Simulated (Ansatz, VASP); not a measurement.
# SiC in VASP and in Ansatz

```
Si C
1.0
     0.00000    2.10878    2.17400
     2.10878    0.00000    2.17400
     2.10878    2.10878    0.00000
Si C
1 1
Direct
  0.00000 0.00000 0.00000
  0.75000 0.75000 0.75000
```

Change from the starting cell: x and y stretched by -3 %, z held.

Alike in both runs: task single point; functional PBE; k mesh 16 × 16 × 16; occupations fermi-dirac, width 0.05 eV; no spin polarisation.

|  | VASP | Ansatz |
| --- | --- | --- |
| version | VASP 6.6.1 | Ansatz 0.2.0 |
| potentials or method | VASP PAW PBE potentials, release 64 (Si, C), cutoff 520 eV | all-electron LAPW, scalar-relativistic |

|  | VASP | Ansatz | Ansatz less VASP |
| --- | --- | --- | --- |
| pressure (GPa) | 20.5 | 20.6 | +0.07 |
| largest component of the traceless stress (GPa) | 5.62 | 5.61 | -0.012 |

Ansatz ran all-electron here, so the differences hold the error of VASP's frozen core and of both bases.

Caveats: so large a pressure means that the cell lies far from this level's equilibrium, or that cutoff or potentials fall short (VASP). A k mesh can miss the band edges.
